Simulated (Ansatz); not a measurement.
Input of an Ansatz 0.2.0 run:

input.yaml

```yaml
crystal:
  lattice:
    - [0.0, 2.269, 2.269]
    - [2.269, 0.0, 2.269]
    - [2.269, 2.269, 0.0]
  atoms:
    - { symbol: P, position: [0.75, 0.75, 0.75] }
    - { symbol: B, position: [0.0, 0.0, 0.0] }
kpoints:
  mp_grid: { grid: [8, 8, 8] }
scf:
  occupations: { method: fermi_dirac, width: 0.05 }
hamiltonian:
  xc: pbesol
  pseudopotentials: { kind: all_electron, datasets: crystal }
output:
  forces: true
  stress: true
  eigenvalues: true
  elf: true
  volumetric_format: npy
```

Potentials or basis: all-electron PAW datasets made for the crystal.

Launch:

```sh
$ ansatz run input.yaml --threads 2 --pin off --max-ram 8192MiB --backend cpu --events-out ev --progress --plain --runs-dir out
```

(1) Predict the pressure.

(2) What does it give for the band gap on the k mesh?

## Answers

(1) -2.0 GPa.

(2) 1.17 eV, indirect (least direct gap 3.36 eV).
